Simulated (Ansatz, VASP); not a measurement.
# One calculation of TiB, two programs

```
Ti B
1.0
     0.00000    2.10100    2.07999
     2.10100    0.00000    2.07999
     2.10100    2.10100    0.00000
Ti B
1 1
Cartesian
  3.1515 3.1515 3.1200
  0.0000 0.0000 0.0000
```

Change from the starting cell: zz strain of -1 %, PAW files.

Alike in both runs: task electric field gradients; functional LDA; k mesh 13 × 13 × 13; occupations fermi-dirac, width 0.05 eV; no spin polarisation.

```csv
,VASP,Ansatz
version,VASP 6.6.1,Ansatz 0.2.0
potentials or method,"VASP PAW LDA potentials, release 64 (Ti_sv, B)","PAW with Ansatz's default frozen-core files, scalar-relativistic"
plane-wave cutoff (eV),520,420
valence electrons in the cell,15,15
```

```csv
,VASP,Ansatz,Ansatz less VASP
pressure (GPa),109.7,109.5,-0.23
largest component of the traceless stress (GPa),1.51,1.53,+0.014
Vzz of the field gradient on the site that differs most (V/Å²),1.9,1.8,-0.07
```

Caveats: the cell as given lies far from equilibrium; so large a pressure means that the cell lies far from this level's equilibrium, or that cutoff or potentials fall short (VASP).
